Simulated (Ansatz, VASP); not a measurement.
## Pb: VASP beside Ansatz

```
Pb
1.0
     0.00000    2.43755    2.43755
     2.43755    0.00000    2.43755
     2.43755    2.43755    0.00000
Pb
1
Direct
  0.00000 0.00000 0.00000
```

Alike in both runs: task single point; functional LDA; k mesh 11 × 11 × 11; occupations methfessel-paxton of order 1, width 0.03 eV; no spin polarisation.

|  | VASP | Ansatz |
| --- | --- | --- |
| version | VASP 6.6.1 | Ansatz 0.2.0 |
| potentials or method | VASP PAW LDA potentials, release 64 (Pb_d) | plane waves (420 eV) with PAW, scalar-relativistic |
| plane-wave cutoff (eV) | 520 | 420 |
| valence electrons in the cell | 14 | 14 |

|  | VASP | Ansatz | Ansatz less VASP |
| --- | --- | --- | --- |
| pressure (GPa) | 0.1 | 0.1 | -0.05 |

Ansatz warned: «pseudo_functional_mismatch».

The runs have no spin-orbit coupling, so splittings on Pb are missing.
